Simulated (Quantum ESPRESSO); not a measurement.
## Al under changes of volume

One of the cells (16.603 Å³/atom); the others are scaled copies at fixed shape and fractional positions:

```xyz
1
Lattice="0.0000 2.0248 2.0248 2.0248 0.0000 2.0248 2.0248 2.0248 0.0000" Properties=species:S:1:pos:R:3 pbc="T T T"
Al    0.0000    0.0000    0.0000
```

| Property | Result |
| --- | --- |
| Program | Quantum ESPRESSO 7.5 |
| Functional | vdW-DF3-opt2 |
| Potentials or basis | PseudoDojo 0.4.1 SR PBE standard |
| Cutoff | 544 eV |
| Density cutoff | 2177 eV |
| k mesh | 11 × 11 × 11 |
| Occupations | fermi-dirac, width 0.05 eV |
| Spin | no spin polarisation |

```csv
volume (Å³/atom),energy over the lowest point (meV/atom),pressure (GPa)
15.607,?,?
15.939,7.96,3.7
16.271,2.19,1.9
16.603,0.00,0.3
16.935,1.01,-1.2
17.267,4.89,-2.5
17.599,11.32,-3.7
```

Question: What does the run at 15.607 Å³/atom give?

Answer: Energy over the lowest point 17.70 meV/atom; pressure 5.7 GPa.

Worked out: A Birch-Murnaghan fit of order 3 (a polynomial in V^(-2/3)) to the other rows has its minimum at 16.66 Å³/atom with B0 = V·E''(V) = 76 GPa and B' = 4.6. It gives 17.74 meV/atom at 15.607 Å³/atom, against the run's 17.70, and -dE/dV = 5.8 GPa, against 5.7.

Energies are extrapolated to zero smearing.

Caveats: the potentials were made for another functional, which shifts forces and pressure.
